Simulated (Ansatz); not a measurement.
**LiBr: the cell at several levels of theory**

The task here is to estimate one member of a computed series from the others.

Code: Ansatz 0.2.0. PAW datasets, plane waves, zero pressure. Spin-unpolarised throughout; all numbers are computed.

## The cell

The symmetry is Fm-3m (No. 225, cubic); a = 5.501 Å in the conventional setting, 20.81 Å³ an atom. Li has 6 Br at 2.75 Å; Br has 6 Li at 2.75 Å.

The structure in full:

```cif
data_structure
_symmetry_space_group_name_H-M 'Fm-3m'
_symmetry_Int_Tables_number 225
_cell_length_a 5.5013
_cell_length_b 5.5013
_cell_length_c 5.5013
_cell_angle_alpha 90.000
_cell_angle_beta 90.000
_cell_angle_gamma 90.000
_cell_volume 166.49
loop_
_atom_site_label
_atom_site_type_symbol
_atom_site_symmetry_multiplicity
_atom_site_Wyckoff_symbol
_atom_site_fract_x
_atom_site_fract_y
_atom_site_fract_z
_atom_site_occupancy
Li1 Li 4 a 0.00000 0.00000 0.00000 1
Br1 Br 4 b 0.50000 0.00000 0.00000 1
```

The first run:

input.yaml reads:

```yaml
crystal:
  lattice:
    - [0.0, 2.75065, 2.75065]
    - [2.75065, 0.0, 2.75065]
    - [2.75065, 2.75065, 0.0]
  atoms:
    - { symbol: Li, position: [0.0, 0.0, 0.0] }
    - { symbol: Br, position: [0.5, 0.5, 0.5] }
kpoints:
  mp_grid: { grid: [8, 8, 8] }
hamiltonian:
  xc: pbe
scf:
  occupations: { method: fermi_dirac, width: 0.02 }
relax:
  f_tol: 0.005
  cell: {}
```

Launch:

```
> ansatz run input.yaml --threads 2 --pin off --max-ram 2211MiB --backend cpu --events-out ev --progress --plain --runs-dir out
```

Among the steps run: PBE: cell and atoms; r2SCAN: cell and atoms; PBEsol: cell and atoms; Relaxing with LDA; Relaxation with HSE06.

One of the session's tables, all rows but one given; the rest of the session is left out.

It belongs to the step «The cells side by side». 

| level | a (Å) | volume (Å³/atom) |
| --- | --- | --- |
| PBE | 5.511 | 20.920 |
| r2SCAN | 5.479 | 20.561 |
| PBEsol | 5.412 | 19.817 |
| LDA | 5.311 | 18.722 |
| HSE06 | ? | ? |

**Question.** Estimate the row for HSE06.

The run gave: a (Å): 5.474; volume (Å³/atom): 20.503. In the column «a (Å)» it lies between PBEsol (5.412) and r2SCAN (5.479).

The first relaxation changed the volume by +0.5 % from the start. The volume runs from LDA (least) to PBE (most), a spread of 11.7 %, or 3.8 % in length if all axes shared it alike. The meshes differ: PBE 8×8×8, r2SCAN 8×8×8, PBEsol 8×8×8, LDA 8×8×8, HSE06 6×6×6.
